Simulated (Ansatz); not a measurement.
A run of Ansatz 0.2.0 is set up as follows.

The input input.yaml:

```yaml
crystal:
  lattice:
    - [3.5230547267, 0.0, 0.0]
    - [0.0, 3.5230547267, 0.0]
    - [0.0, 0.0, 3.5230547267]
  atoms:
    - { symbol: Ni, position: [0.5, 0.5, 0.0], spin: 1.2666666667 }
    - { symbol: Ni, position: [0.5, 0.0, 0.5], spin: 1.2666666667 }
    - { symbol: Ni, position: [0.0, 0.5, 0.5], spin: 1.2666666667 }
    - { symbol: Al, position: [0.0, 0.0, 0.0] }
hamiltonian:
  xc: pbesol
  pseudopotentials: { kind: paw }
magnetization:
  spin_polarized: true
  initial_magnetization: 3.8
  spin_locking: { lock_magnetization: hard }
kpoints:
  mp_grid: { grid: [6, 6, 6] }
scf:
  occupations: { method: fermi_dirac, width: 0.05 }
  lower_state_search: "off"
output:
  forces: true
  stress: true
  eigenvalues: true
```

Potentials or basis: Ansatz PAW.

Launch:

```console
$ ansatz run input.yaml --threads 2 --pin off --max-ram 5632MiB --backend cpu --events-out ev --progress --plain --runs-dir out
```

(1) What does it give for the pressure?

Results:

(1) 10.5 GPa.

Caveat: the total moment is fixed, so each spin has its own Fermi level; the PAW data sets come from PBE, with cores solved anew for the run's functional, which leaves a small shift of forces and pressure; the thresholds are loose for stress.
